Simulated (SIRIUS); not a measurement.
**Zr in SIRIUS: the effect of functional**

Zr:

```xyz
2
Lattice="3.2320 0.0000 0.0000 -1.6160 2.7990 0.0000 0.0000 0.0000 5.1470" Properties=species:S:1:pos:R:3 pbc="T T T"
Zr    1.6160    0.9330    3.8603
Zr    0.0000    1.8660    1.2868
```

Alike in all runs:

* Program: SIRIUS 7.12.0
* Task: single point
* Potentials or basis: PseudoDojo 0.4.1 PBE standard (scalar relativistic)
* Cutoff: 915 eV
* Density cutoff: 3659 eV
* k mesh: 9 × 9 × 5
* Occupations: fermi-dirac, width 0.05 eV
* Spin: no spin polarisation

**Question.** One run gave: pressure 2.8 GPa. Which functional did it use?
A. RPBE
B. BLYP
C. HTBS
D. KT2
E. revPBE

**Answer.** A.

```tsv
functional	pressure (GPa)
LDA	-5.9
PBE	0.6
PBEsol	-3.2
RPBE	2.8
revPBE	2.2
BLYP	3.7
PW91	0.2
AM05	-2.9
KT2	-6.4
APBE	1.9
HTBS	-2.6
```

Caveats: the potentials were made for another functional, which shifts forces and pressure (some runs).
